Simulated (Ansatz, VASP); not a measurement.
# Two plane-wave programs on Bi

```
Bi
1.0
    -1.98143    1.98143    1.98143
     1.98143   -1.98143    1.98143
     1.98143    1.98143   -1.98143
Bi
1
Direct
  0.00000 0.00000 0.00000
```

This isn't the form of Bi at room conditions, which is rhombohedral.

Alike in both runs: task single point; functional LDA; k mesh 9 × 9 × 9; occupations fermi-dirac, width 0.05 eV; no spin polarisation.

```csv
,VASP,Ansatz
version,VASP 6.6.1,Ansatz 0.2.0
potentials or method,"VASP PAW LDA potentials, release 64 (Bi_d)",Ansatz PAW
plane-wave cutoff (eV),520,420
valence electrons in the cell,15,15
```

|  | VASP | Ansatz | Ansatz less VASP |
| --- | --- | --- | --- |
| gap on the k mesh at the Fermi level (eV) | none | none | - |
| pressure (GPa) | -3.2 | -3.3 | -0.09 |

A gap of «none» marks a metal or a gap that the smearing closes.

Caveats: spin-orbit coupling is left out, which moves the levels of the heavy elements; the PAW data sets come from PBE, with cores solved anew for the run's functional, which leaves a small shift of forces and pressure (Ansatz).
